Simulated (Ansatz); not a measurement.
A run of Ansatz 0.2.0 is set up as follows.

input.yaml

```yaml
crystal:
  lattice:
    - [2.7058, 0.0, 0.0]
    - [-1.3529, 2.3432915376, 0.0]
    - [0.0, 0.0, 4.2819]
  atoms:
    - { symbol: Ru, position: [0.6666666667, 0.3333333333, 0.75] }
    - { symbol: Ru, position: [0.3333333333, 0.6666666667, 0.25] }
kpoints:
  mp_grid: { grid: [11, 11, 6] }
scf:
  occupations: { method: fermi_dirac, width: 0.05 }
hamiltonian:
  xc: pbe
  dispersion: d4
  pseudopotentials: { kind: all_electron, lapw: { basis_error: 0.001 } }
output:
  forces: true
  stress: true
relax:
  f_tol: 0.02
  max_steps: 60
  cell: {}
```

Potentials or basis: all-electron LAPW, scalar-relativistic.

The run is started by

```console
$ ansatz run input.yaml --threads 1 --pin off --max-ram 3072MiB --backend cpu --events-out ev --progress --plain --runs-dir out
```

Task: What does it give for the relaxed volume?

Result: 13.52 Å³/atom.

Task: Predict the relaxed cell.

Result: a = 2.702 Å, b = 2.702 Å, c = 4.276 Å, α = 90.00°, β = 90.00°, γ = 120.00°.

Task: What does it give for the space group after relaxing (to 0.05 Å)?

Result: P6_3/mmc (No. 194).

Final structure:
```cif
data_structure
_symmetry_space_group_name_H-M 'P 1'
_symmetry_Int_Tables_number 1
_cell_length_a 2.7022
_cell_length_b 2.7022
_cell_length_c 4.2758
_cell_angle_alpha 90.000
_cell_angle_beta 90.000
_cell_angle_gamma 120.000
_cell_volume 27.04
loop_
_atom_site_label
_atom_site_type_symbol
_atom_site_fract_x
_atom_site_fract_y
_atom_site_fract_z
_atom_site_occupancy
Ru1 Ru 0.66667 0.33333 0.75000 1
Ru2 Ru 0.33333 0.66667 0.25000 1
```
